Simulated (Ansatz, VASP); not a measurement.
Two plane-wave programs on MnS

```
Mn S
1.0
     1.85408    1.07045    3.01002
    -1.85408    1.07045    3.01002
     0.00000   -2.14090    3.01002
Mn S
1 1
Direct
  0.00000 0.00000 0.00000
  0.50000 0.50000 0.50000
```

Change from the starting cell: volume scaled by 1.04.

Alike in both runs: task single point; functional PBE; k mesh 9 × 9 × 9; occupations fermi-dirac, width 0.05 eV; collinear spin, ferromagnetic start.

|  | VASP | Ansatz |
| --- | --- | --- |
| version | VASP 6.6.1 | Ansatz 0.2.0 |
| potentials or method | VASP PAW PBE potentials, release 64 (Mn_pv, S) | Ansatz PAW |
| plane-wave cutoff (eV) | 520 | 420 |
| valence electrons in the cell | 19 | 21 |

Ansatz gave:

```
gap on the k mesh at the Fermi level (eV)                     : none
pressure (GPa)                                                : -3.6
largest component of the traceless stress (GPa)               : 0.30
net moment per atom (μB)                                      : 2.37
size of the moment on the site where the two differ most (μB) : 0.15
```

Problem. What did VASP give for the same quantities?

Solution. gap on the k mesh at the Fermi level (eV): none; pressure (GPa): -3.6; largest component of the traceless stress (GPa): 0.30; net moment per atom (μB): 2.37; size of the moment on the site where the two differ most (μB): 0.11.

Site moments also hang on the region over which each program counts them. A gap of «none» marks a metal or a gap that the smearing closes. The two sets of potentials don't hold the same shells in valence.

Caveats: a cell with one magnetic atom can't hold antiferromagnetic order, which such compounds often take; semilocal functionals often make such compounds metallic where correlation or magnetic order opens a gap, which also shifts bond lengths.
